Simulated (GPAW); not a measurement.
Here is a GPAW 26.7.0 calculation.

The input run.py:

```python
from ase.eos import EquationOfState
from ase.io import Trajectory, read
from ase.units import GPa
from gpaw import GPAW, PW, setup_paths

setup_paths.insert(0, '.')

atoms = read('POSCAR')

traj = Trajectory('eos.traj', 'w')
volumes, energies = [], []
for x in [0.94, 0.96, 0.98, 1.0, 1.02, 1.04, 1.06]:
    a = atoms.copy()
    a.set_cell(atoms.cell * x**(1 / 3), scale_atoms=True)
    calc = GPAW(mode=PW(600),
                xc='GGA_X_SOGGA+GGA_C_PBE_SOL',
                kpts={'size': (6, 6, 6), 'gamma': True},
                occupations={'name': 'fermi-dirac', 'width': 0.05},
                nbands=18,
                convergence={'density': 1e-05, 'energy': 1e-05},
                maxiter=150,
                txt=f'eos-{x:.2f}.txt')
    a.calc = calc
    energies.append(a.get_potential_energy(force_consistent=True))
    volumes.append(a.get_volume())
    p = -a.get_stress()[:3].mean() / GPa
    calc.write(f'eos-{x:.2f}.gpw')
    traj.write(a)
    print(f'{x:.2f} {volumes[-1]:10.4f} A^3 {energies[-1]:14.6f} eV {p:9.3f} GPa', flush=True)

v0, e0, B = EquationOfState(volumes, energies, eos='birchmurnaghan').fit()
print(f'V0 = {v0:.4f} A^3, E0 = {e0:.6f} eV, B0 = {B / GPa:.2f} GPa')
```

POSCAR

```
HgSe
1.0
    0.0000000000      3.0390000000      3.0390000000
    3.0390000000      0.0000000000      3.0390000000
    3.0390000000      3.0390000000      0.0000000000
Hg Se
1 1
Direct
    0.0000000000      0.0000000000      0.0000000000
    0.7500000000      0.7500000000      0.7500000000
```

Potentials or basis: PAW data sets generated in the run's folder for this functional, pw.

Command:

```sh
$ gpaw-setup -f GGA_X_SOGGA+GGA_C_PBE_SOL Hg Se
$ OMP_NUM_THREADS=1 python run.py
```

Question: What does it give for the bulk modulus?

Answer: 52 GPa.

Question: Predict the pressure derivative of the bulk modulus.

Answer: 5.0.

Question: What does it give for the equilibrium volume?

Answer: 29.00 Å³/atom.

Energy against volume, from the lowest point:
| volume (Å³/atom) | energy (meV/atom) |
| --- | --- |
| 26.383 | 45.82 |
| 26.944 | 27.01 |
| 27.505 | 13.61 |
| 28.067 | 4.96 |
| 28.628 | 0.59 |
| 29.189 | 0.00 |
| 29.751 | 2.80 |

The run has no spin-orbit coupling, so splittings on Hg are missing.

**Experimental background.**

From “The pseudo-binary mercury chalcogenide alloy HgSe0.7S0.3 at high pressure: a mechanism of the zinc blende/cinnabar reconstructive phase transition”, 2002, arxiv:cond-mat/0209548, for a bulk crystal of HgSe: bulk modulus 51.6 ± 0.2 GPa.

Against the measured bulk modulus of HgSe, 51.6 GPa (quoted in “The pseudo-binary mercury chalcogenide alloy HgSe0.7S0.3 at high pressure: a mechanism of the zinc blende/cinnabar reconstructive phase transition”, 2002, arxiv:cond-mat/0209548), the calculated 52 GPa is off by +0.3 %. The fit is for a static lattice scaled at fixed shape and fixed fractional positions.
